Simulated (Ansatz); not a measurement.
Crystal: TiNi.

```
CELL_PARAMETERS angstrom
2.73580 0.00000 0.00000
0.00000 2.73580 0.00000
0.00000 0.00000 3.58141
ATOMIC_POSITIONS crystal
Ni 0.00000 0.00000 0.00000
Ti 0.50000 0.50000 0.50000
```

The cell comes from a database or a generator and needn't be the stable form of this composition.

Base run:

* Program: Ansatz 0.2.0
* Functional: PBEsol
* Potentials or basis: all-electron LAPW, scalar-relativistic
* Cutoff: 269 eV
* Density cutoff: 1075 eV
* Basis error allowed: 0.001 eV/atom
* k mesh: 10 × 10 × 8
* Occupations: fermi-dirac, width 0.05 eV
* Spin: collinear spin, ferromagnetic start
* Starting moments: [1.0, 1.0] μB
* Hubbard terms: Ni d U = 4 eV, Ti d U = 4 eV

Its results: band gap on the k mesh none (metal or under the smearing width); pressure 6.5 GPa; net moment 1.76 μB per cell; site moments Ni +0.18; Ti +1.35 μB.

The run is repeated on the same cell with these changes: hubbard terms from Ni d U = 4 eV, Ti d U = 4 eV to Ni d U = 2 eV, Ti d U = 2 eV. What comes out?

Band gap on the k mesh none (metal or under the smearing width); pressure -1.7 GPa; net moment 0.92 μB per cell; site moments Ni +0.07; Ti +0.74 μB.

Caveats: the magnetic state may not be the lowest; U is the effective U less J, on atomic orbitals that reach past the spheres; the U is typed as a test and isn't derived for this compound.

Not every run made on this cell is shown here.
